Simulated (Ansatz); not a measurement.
# CuO: the cost of one run

Method: DFT PBE+U (U_eff = 5 eV on Cu d), plane waves, PAW, in Ansatz 0.2.0.

## (1) The structure to begin with

Symmetry: C2/c, No. 15, monoclinic system. The conventional cell has a = 4.684 Å, b = 3.423 Å, c = 5.129 Å, α = 90.00°, β = 99.54°, γ = 90.00°. Cu (site symmetry -1) is surrounded by 4 O at 1.95 to 1.96 Å. O (site symmetry 2) has 4 Cu at 1.95 to 1.96 Å as nearest neighbours.

Structure file:

```
Cu O
1.0
     2.34185   -1.71130    0.00000
     2.34185    1.71130    0.00000
    -0.85003    0.00000    5.05787
Cu O
2 2
Direct
  0.00000 0.50000 0.00000
  0.50000 0.00000 0.50000
  0.58160 0.41840 0.25000
  0.41840 0.58160 0.75000
```

Magnetic order typed: ferromagnetic.

## (2) From atoms, symmetry kept, no search

input.yaml

```yaml
crystal:
  lattice:
    - [2.34184962, -1.71129972, 0.0]
    - [2.34184962, 1.71129972, 0.0]
    - [-0.85002986, 0.0, 5.05786919]
  atoms:
    - { symbol: Cu, position: [0.0, 0.5, 0.0], spin: 1.0 }
    - { symbol: Cu, position: [0.5, 0.0, 0.5], spin: 1.0 }
    - { symbol: O, position: [0.5816, 0.4184, 0.25] }
    - { symbol: O, position: [0.4184, 0.5816, 0.75] }
basis:
  ecutwfc: 420
  ecutrho_ratio: 4
kpoints:
  mp_grid: { grid: [7, 7, 4] }
hamiltonian:
  xc: pbe
  hubbard:
    sites: [{ site: 0, l: d, u_eff: 5.0 }, { site: 1, l: d, u_eff: 5.0 }]
scf:
  occupations: { method: gaussian, width: 0.05 }
  lower_state_search: "off"
  max_iter: 150
output:
  forces: true
  stress: true
  eigenvalues: true
  populations: true
  hubbard: { sites: [{ site: 0, l: d }, { site: 1, l: d }] }
magnetization:
  spin_polarized: true
```

Command:

```bash
$ ansatz run input.yaml --threads 2 --pin off --max-ram 3072MiB --backend cpu --events-out ev --progress --plain --runs-dir out
```

**Question.** How long does this run take on 2 threads of Intel Xeon Platinum 8488C (Sapphire Rapids), shared host, and how much memory does it need?

About 40 s, with a peak of 0.72 GiB.
